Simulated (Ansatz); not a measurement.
# Glassy Al2O3 (200 atoms): geometry optimisation

Wanted: the relaxed structure of glassy Al2O3 (200 atoms) and its electronic structure.

Main program and level: Ansatz 0.2.0; Kohn-Sham DFT, PBE, PAW (set soft_2), plane waves.

**What experiment says.** The mean number of oxygen atoms around aluminium in anodized alumina glass was determined from the peak areas of a solid-state aluminium NMR spectrum (“Structure of alumina glass”, 2022, PMC8752723): number of O about Al 4.73.

## (1) The starting structure

The cell holds 200 atoms: 80 Al and 120 O. Cell: a = 13.046 Å, b = 13.046 Å, c = 13.046 Å, α = 90.0°, β = 90.0°, γ = 90.0°. 200 atoms (80 Al, 120 O) placed at random at 3.05 g/cm³, melted at 4500 K for 20 ps at fixed volume with the Morse and Coulomb pair potential with partial charges (Pedone, Malavasi, Menziani, Cormack and Segre, J. Phys. Chem. B 110, 11780 (2006)). Quenched from 4500 K to 300 K at 20 K/ps and fixed volume, held 5 ps. The starting density is a measured one.

What the set-up can't give: The quench rate of 20 K/ps is many orders above laboratory rates, so the cell is likely richer in defects and strain than a real sample. The starting topology of bonds comes from the classical model. Only the Γ point is sampled, in a cell whose shortest periodic width is 13 Å.

## (2) Single point at the start

A single point comes first, to see the forces before anything moves.

The input, input.yaml:

```yaml
crystal:
  lattice:
    - [13.0461, 0.0, 0.0]
    - [0.0, 13.0461, 0.0]
    - [0.0, 0.0, 13.0461]
  atoms:
    - { symbol: Al, position: [0.15106, 0.63887, 0.5013] }
    - { symbol: Al, position: [0.39314, 0.05399, 0.30437] }
    - { symbol: Al, position: [0.7885, 0.14445, 0.74112] }
    - { symbol: Al, position: [0.4402, 0.57524, 0.72538] }
    [... 190 atom lines left out ...]
    - { symbol: O, position: [0.45503, 0.29627, 0.14516] }
    - { symbol: O, position: [0.67042, 0.36148, 0.89113] }
    - { symbol: O, position: [0.63496, 0.6194, 0.88427] }
    - { symbol: O, position: [0.39713, 0.4869, 0.6265] }
    - { symbol: O, position: [0.86113, 0.26152, 0.77457] }
    - { symbol: O, position: [0.08492, 0.05415, 0.46565] }
kpoints:
  mp_grid: { grid: [1, 1, 1] }
hamiltonian:
  xc: pbe
scf:
  occupations: { method: fixed }
output:
  forces: true
  stress: true
  populations: true
  dos:
    method: { smearing: { sigma: 0.15 } }
    de: 0.1
    projected: { site_lists: { Al: [Al], O: [O] } }
  eigenvalues: true
```

Command:

```console
ansatz run input.yaml --threads 4 --pin off --max-ram 8192MiB --backend cpu --events-out ev --progress --plain --runs-dir out
```

Elapsed: 85 s, on 4 threads of Arm Neoverse V2, shared host; peak memory 3.6 GiB; 5.5 min of CPU time.

The run gave:

```
free energy                                      : -111351.8850 eV
free energy per atom                             : -556.7594 eV/atom
SCF cycles                                       : 9
pressure                                         : 4.017 GPa
r.m.s. force component                           : 0.945 eV/Å
longest force                                    : 4.682 eV/Å
Fermi energy                                     : 5.336 eV
gap (highest filled to lowest empty level) : 3.221 eV
spilling of the projection                       : 0.008385
```

The r.m.s. force component of 0.94 eV/Å and the pressure of 4.0 GPa set the starting point.

Neighbours are counted within 2.43 Å (O-Al).

Length of the force by element and coordination:

| element | coordination | atoms | mean length of the force (eV/Å) | spread | least | most |
| --- | --- | --- | --- | --- | --- | --- |
| Al | all | 80 | 1.62 | 0.624 | 0.277 | 3.63 |
| Al | 4 | 55 | 1.75 | 0.625 | 0.277 | 3.63 |
| Al | 5 | 19 | 1.35 | 0.544 | 0.461 | 2.31 |
| Al | 6 | 6 | 1.24 | 0.414 | 0.402 | 1.63 |
| O | all | 120 | 1.38 | 0.747 | 0.265 | 4.68 |
| O | 2 | 17 | 1.78 | 1.00 | 0.530 | 4.68 |
| O | 3 | 95 | 1.32 | 0.667 | 0.265 | 3.69 |
| O | 4 | 8 | 1.29 | 0.736 | 0.499 | 2.89 |

## (3) Relaxation

With the cell held, the atoms are moved downhill towards a nearby minimum.

input.yaml, the sections that differ from step 2:

```yaml
output:
  forces: true
relax:
  f_tol: 0.05
  max_steps: 200
# crystal, kpoints, hamiltonian, scf: as in step 2
```

It took 5.8 min on 4 threads; peak memory 3.2 GiB.

Relaxation path:

| step | energy less that of the first step (eV) | largest force component (eV/Å) |
| --- | --- | --- |
| 1 | 0.0000 | 4.5850 |
| 2 | -6.5322 | 2.4911 |
| 3 | -10.9297 | 0.8525 |
| 4 | -11.7768 | 0.2928 |
| 5 | -12.0224 | 0.0710 |
| 6 | -12.0792 | 0.1393 |
| 7 | -12.1405 | 0.2640 |
| 8 | -12.2047 | 0.6654 |
| 9 | -12.3439 | 0.1539 |
| 10 | -12.3701 | 0.0476 |

The atoms that moved most (Å):

| atom | dx | dy | dz | length |
| --- | --- | --- | --- | --- |
| Al78 | 0.007 | 0.567 | 0.660 | 0.870 |
| O162 | 0.313 | -0.441 | -0.505 | 0.740 |
| Al68 | -0.161 | 0.356 | -0.397 | 0.557 |
| O151 | -0.209 | -0.363 | 0.276 | 0.501 |
| O152 | -0.353 | 0.253 | 0.246 | 0.499 |
| O197 | 0.035 | -0.443 | 0.131 | 0.463 |
| O172 | 0.151 | -0.294 | -0.265 | 0.424 |
| O145 | 0.256 | -0.059 | -0.283 | 0.386 |

The relaxation changed the energy by -61.9 meV/atom, and atoms moved by 0.20 Å r.m.s., 0.87 Å at most.

## (4) Distances and neighbours after relaxation

Bonds before and after, by the cutoffs listed below:

| pair | bonds before | bonds after | mean before (Å) | mean after (Å) | spread before (Å) | spread after (Å) |
| --- | --- | --- | --- | --- | --- | --- |
| O-Al | 350 | 357 | 1.832 | 1.843 | 0.128 | 0.100 |

Density 3.05 g/cm³, 11.10 Å³ an atom.

g(r), total and by pair (bins of 0.1 Å):

| r (Å) | total | O-O | O-Al | Al-Al |
| --- | --- | --- | --- | --- |
| 1.55 | 0.00 | 0.00 | 0.00 | 0.00 |
| 1.65 | 0.28 | 0.00 | 0.59 | 0.00 |
| 1.75 | 3.65 | 0.00 | 7.61 | 0.00 |
| 1.85 | 3.83 | 0.00 | 7.97 | 0.00 |
| 1.95 | 1.08 | 0.00 | 2.25 | 0.00 |
| 2.05 | 0.30 | 0.00 | 0.62 | 0.00 |
| 2.15 | 0.15 | 0.00 | 0.32 | 0.00 |
| 2.25 | 0.03 | 0.00 | 0.07 | 0.00 |
| 2.35 | 0.05 | 0.00 | 0.10 | 0.00 |
| 2.45 | 0.33 | 0.73 | 0.12 | 0.00 |
| 2.55 | 0.72 | 1.70 | 0.23 | 0.00 |
| 2.65 | 0.83 | 1.85 | 0.10 | 0.71 |
| 2.75 | 1.36 | 3.02 | 0.22 | 1.02 |
| 2.85 | 1.64 | 3.69 | 0.18 | 1.43 |
| 2.95 | 1.35 | 2.51 | 0.36 | 1.71 |
| 3.05 | 1.40 | 2.01 | 0.47 | 2.78 |
| 3.15 | 1.31 | 1.24 | 0.63 | 3.51 |
| 3.25 | 1.07 | 0.91 | 0.70 | 2.57 |
| 3.35 | 0.89 | 0.68 | 0.74 | 1.83 |
| 3.45 | 0.86 | 0.47 | 0.96 | 1.44 |
| 3.55 | 0.92 | 0.43 | 1.34 | 0.75 |
| 3.65 | 0.84 | 0.52 | 1.16 | 0.63 |
| 3.75 | 0.87 | 0.71 | 1.09 | 0.55 |
| 3.85 | 0.91 | 0.55 | 1.29 | 0.59 |
| 3.95 | 1.01 | 0.57 | 1.52 | 0.46 |
| 4.05 | 0.96 | 0.46 | 1.46 | 0.57 |
| 4.15 | 0.98 | 0.51 | 1.49 | 0.51 |
| 4.25 | 1.12 | 0.73 | 1.53 | 0.73 |
| 4.35 | 1.07 | 0.70 | 1.47 | 0.70 |
| 4.45 | 1.13 | 0.79 | 1.56 | 0.58 |
| 4.55 | 1.18 | 0.87 | 1.47 | 1.02 |
| 4.65 | 1.06 | 1.11 | 1.15 | 0.66 |
| 4.75 | 0.93 | 1.03 | 0.82 | 1.03 |
| 4.85 | 0.96 | 1.37 | 0.70 | 0.85 |
| 4.95 | 0.92 | 1.28 | 0.61 | 1.06 |
| 5.05 | 1.00 | 1.32 | 0.63 | 1.39 |
| 5.15 | 0.96 | 1.42 | 0.51 | 1.31 |
| 5.25 | 1.04 | 1.47 | 0.69 | 1.08 |
| 5.35 | 1.03 | 1.47 | 0.68 | 1.10 |
| 5.45 | 1.04 | 1.30 | 0.78 | 1.23 |
| 5.55 | 0.97 | 1.16 | 0.80 | 1.08 |
| 5.65 | 1.02 | 1.20 | 0.76 | 1.44 |
| 5.75 | 1.01 | 0.96 | 0.96 | 1.28 |
| 5.85 | 0.96 | 0.80 | 1.01 | 1.19 |

Bonds by pair of elements; cutoffs follow the first minimum of g(r), held within bounds set by covalent radii, and pairs that aren't listed don't count as bonded:

| pair A-B | cutoff (Å) | bonds | mean length (Å) | spread (Å) | shortest (Å) | B about A | A about B |
| --- | --- | --- | --- | --- | --- | --- | --- |
| O-Al | 2.33 | 357 | 1.84 | 0.1 | 1.67 | 2.98 | 4.46 |

How many atoms have how many bonded neighbours:

| element | mean | 2 | 3 | 4 | 5 | 6 |
| --- | --- | --- | --- | --- | --- | --- |
| Al | 4.46 | 0 | 0 | 49 | 25 | 6 |
| O | 2.98 | 10 | 103 | 7 | 0 | 0 |

Bond angles (no mean is given where the spread exceeds 20°):

| angle | count | mean (°) | spread (°) |
| --- | --- | --- | --- |
| O-Al-O | 634 | - | - |
| Al-O-Al | 361 | 118 | 16.9 |

Oxygen atoms by the number of network formers (Si, P, Ge, B, Al, As, Ga) bound to them:

| network formers bound to O | O atoms | per cent |
| --- | --- | --- |
| 0 | 0 | 0 |
| 1 | 0 | 0 |
| 2 | 10 | 8.3 |
| 3 | 103 | 85.8 |
| 4 | 7 | 5.8 |

Network units: each former by its oxygen neighbours and how many of them bridge to another former:

| former | O neighbours | bridging O | atoms |
| --- | --- | --- | --- |
| Al | 4 | 4 | 49 |
| Al | 5 | 5 | 25 |
| Al | 6 | 6 | 6 |

Bond length by coordination (bonds to H left out):

| element | coordination | atoms | mean bond length (Å) |
| --- | --- | --- | --- |
| Al | 4 | 49 | 1.79 |
| Al | 5 | 25 | 1.89 |
| Al | 6 | 6 | 1.96 |
| O | 2 | 10 | 1.72 |
| O | 3 | 103 | 1.84 |
| O | 4 | 7 | 1.96 |

Rings of the network by King's shortest-path rule, up to 12 atoms, one path for each pair of neighbours; H, halogens, alkali and alkaline-earth atoms are left out, and the last column divides by all other atoms, bonded or not:

| ring size (atoms) | rings | per network atom |
| --- | --- | --- |
| 4 | 40 | 0.2 |
| 6 | 108 | 0.54 |
| 8 | 173 | 0.865 |
| 10 | 43 | 0.215 |

For some of the pairs, g(r) has its first main peak near 2.8 Å (O-O), 1.8 Å (O-Al) and 3.2 Å (Al-Al). With the cutoffs above, 61 % of Al atoms have 4 and 86 % of O atoms have 3 bonded neighbours. 8 % of the oxygens bridge two formers (Al) and 0 % are non-bridging; 86 % join three; 6 % join four. The commonest Al unit has 4 oxygens, 4 of them shared with other formers (49 of 80 atoms). Bonds at O atoms with 2 neighbours average 1.72 Å, against 1.96 Å at those with 4. Rings of 8 atoms are the most common (48 % of those counted); sizes run from 4 to 10.

## (5) Single point at the relaxed geometry

One more single point at the end of the walk gives the fuller output and checks the residual forces.

The input, input.yaml:

```yaml
crystal:
  lattice:
    - [13.0461, 0.0, 0.0]
    - [0.0, 13.0461, 0.0]
    - [0.0, 0.0, 13.0461]
  atoms:
    - { symbol: Al, position: [0.13178, 0.64819, 0.49502] }
    - { symbol: Al, position: [0.38973, 0.05416, 0.30315] }
    - { symbol: Al, position: [0.76403, 0.15694, 0.74423] }
    - { symbol: Al, position: [0.45055, 0.57272, 0.71781] }
    [... 190 atom lines left out ...]
    - { symbol: O, position: [0.44955, 0.29892, 0.13895] }
    - { symbol: O, position: [0.66107, 0.36521, 0.88589] }
    - { symbol: O, position: [0.63766, 0.58547, 0.89428] }
    - { symbol: O, position: [0.3999, 0.47991, 0.62146] }
    - { symbol: O, position: [0.844, 0.261, 0.78622] }
    - { symbol: O, position: [0.08873, 0.05619, 0.46019] }
kpoints:
  mp_grid: { grid: [1, 1, 1] }
hamiltonian:
  xc: pbe
scf:
  occupations: { method: fixed }
output:
  forces: true
  stress: true
  populations: true
  dos:
    method: { smearing: { sigma: 0.08 } }
    de: 0.1
    projected: { site_lists: { Al: [Al], O: [O] } }
  eigenvalues: true
  write_density: true
  write_potential: true
  volumetric_format: npy
```

Wall time 86 s (4 threads); peak memory 3.6 GiB; 5.6 min of CPU time.

The run gave:

| Quantity | Value |
| --- | --- |
| free energy | -111364.2551 eV |
| free energy per atom | -556.8213 eV/atom |
| SCF cycles | 9 |
| pressure | 0.371 GPa |
| r.m.s. force component | 0.0092 eV/Å |
| longest force | 0.05392 eV/Å |
| Fermi energy | 5.496 eV |
| gap (highest filled to lowest empty level) | 3.084 eV |
| spilling of the projection | 0.00833 |

Löwdin charges by element and coordination (they lack the spilled electrons, 0.040 e an atom on average):

| element | coordination | atoms | mean charge (e) | spread | least | most |
| --- | --- | --- | --- | --- | --- | --- |
| Al | all | 80 | 1.35 | 0.0292 | 1.28 | 1.40 |
| Al | 4 | 49 | 1.37 | 0.0167 | 1.32 | 1.40 |
| Al | 5 | 25 | 1.33 | 0.0155 | 1.30 | 1.36 |
| Al | 6 | 6 | 1.29 | 0.0103 | 1.28 | 1.31 |
| O | all | 120 | -0.832 | 0.0155 | -0.878 | -0.788 |
| O | 2 | 10 | -0.860 | 0.0174 | -0.878 | -0.826 |
| O | 3 | 103 | -0.831 | 0.0113 | -0.857 | -0.799 |
| O | 4 | 7 | -0.809 | 0.0114 | -0.825 | -0.788 |

States in the cell by windows of 1 eV, zero at the Fermi level; the larger projections on atomic orbitals stand beside the total:

| from (eV) | to (eV) | total | O p | Al p | Al s |
| --- | --- | --- | --- | --- | --- |
| -10 | -8 | 0.0 | 0.0 | 0.0 | 0.0 |
| -8 | -7 | 11.8 | 8.8 | 0.7 | 2.0 |
| -7 | -6 | 75.0 | 56.2 | 5.7 | 11.2 |
| -6 | -5 | 83.6 | 64.5 | 10.5 | 6.2 |
| -5 | -4 | 114.8 | 93.6 | 14.6 | 3.4 |
| -4 | -3 | 131.3 | 114.8 | 11.6 | 1.8 |
| -3 | -2 | 139.0 | 128.7 | 6.3 | 0.8 |
| -2 | -1 | 124.0 | 118.1 | 3.2 | 0.4 |
| -1 | 0 | 39.6 | 38.0 | 0.8 | 0.1 |
| 0 | 1 | 0.9 | 0.9 | 0.0 | 0.0 |
| 1 | 2 | 0.0 | 0.0 | 0.0 | 0.0 |
| 2 | 3 | 0.2 | 0.0 | 0.0 | 0.1 |
| 3 | 4 | 1.8 | 0.0 | 0.1 | 1.1 |
| 4 | 5 | 11.9 | 1.7 | 3.7 | 3.2 |

The curve was stored every 0.100 eV, coarse against its broadening of 0.08 eV, so these counts are rough.

With fixed occupations the program's Fermi level is the highest filled level; weight inside the gap is the broadening of levels at its edges.

Between -20 and -10 eV lie 240 more states.

The levels nearest the highest filled one (over half full), pooled over k-points and spins:

| level less the highest filled one (eV) | occupation |
| --- | --- |
| -0.645 | 2 |
| -0.600 | 2 |
| -0.405 | 2 |
| -0.276 | 2 |
| -0.209 | 2 |
| 0 | 2 |
| 3.08 | 0 |
| 4.39 | 0 |
| 4.52 | 0 |
| 4.59 | 0 |
| 4.65 | 0 |
| 4.85 | 0 |

Mean Löwdin charges: Al +1.35, O -0.83 e (they miss 0.83 % of the electrons, so they add up to more than the cell's charge). The largest share in the top eV of filled states is O p (97 % of the projected weight), and in the lowest eV of empty states Al s (63 % of the projected weight).

## (6) Results

```yaml
energy_change_in_the_relaxation: -61.85 meV/atom
r_m_s_displacement: 0.204 Å
largest_displacement: 0.87 Å
free_energy_per_atom: -556.8213 eV/atom
pressure: 0.371 GPa
r_m_s_force_component: 0.0092 eV/Å
spacing_of_highest_filled_and_lowest_empty_level: 3.084 eV
wall_time_of_the_3_dft_runs: 8.6 min
```

In words: Relaxation lowers the energy by 61.9 meV/atom and moves atoms by 0.20 Å r.m.s.; the r.m.s. force component goes from 0.94 to 0.0092 eV/Å, the pressure goes from 4.0 to 0.37 GPa, and the gap from 3.22 to 3.08 eV. By the final cutoffs 2 of 350 bonded pairs parted and 9 joined. From the first step to the last the energy fell by 12.370 eV, and the largest move was 0.87 Å (Al78). The O-Al bonds go from 1.832 Å (spread 0.128) to 1.843 Å (spread 0.100), and their number from 350 to 357. With the cutoffs above, 61 % of Al atoms have 4 and 86 % of O atoms have 3 bonded neighbours. 8 % of the oxygens bridge two formers (Al) and 0 % are non-bridging; 86 % join three; 6 % join four. The highest filled and lowest empty levels differ by 3.08 eV (at Γ alone); a semilocal functional tends to put such gaps too low. In a disordered cell it changes from sample to sample, and tail or defect levels can set it.

**Limits.** The network of bonds at the start is that of the classical potential that made the cell; in DFT 2 of its 350 bonded pairs passed out of the cutoffs and 9 came within them.

Calculation beside experiment:

| quantity | measured | this cell | difference | method of the measurement |
| --- | --- | --- | --- | --- |
| number of O about Al | 4.73 | 4.46 | -5.6 % | 27Al MAS NMR |

The cell differs from the measured neighbour counts by up to 5.6 %. The network comes from the model that made the cell; in DFT 2 of its 350 bonded pairs passed out of the cutoffs and 9 came within them. Our coordination numbers hang on a cutoff, and experiments count neighbours in their own ways.

[Logs are printed without paths, hosts, clocks, repeated set-up lines and the standing remarks that a program may print on its own settings, such as how far it seeks lower states.]

[Hosts, paths, dates, database ids (printed as entryN), source tags and the programs' standing remarks are cut or masked in the printed files.]
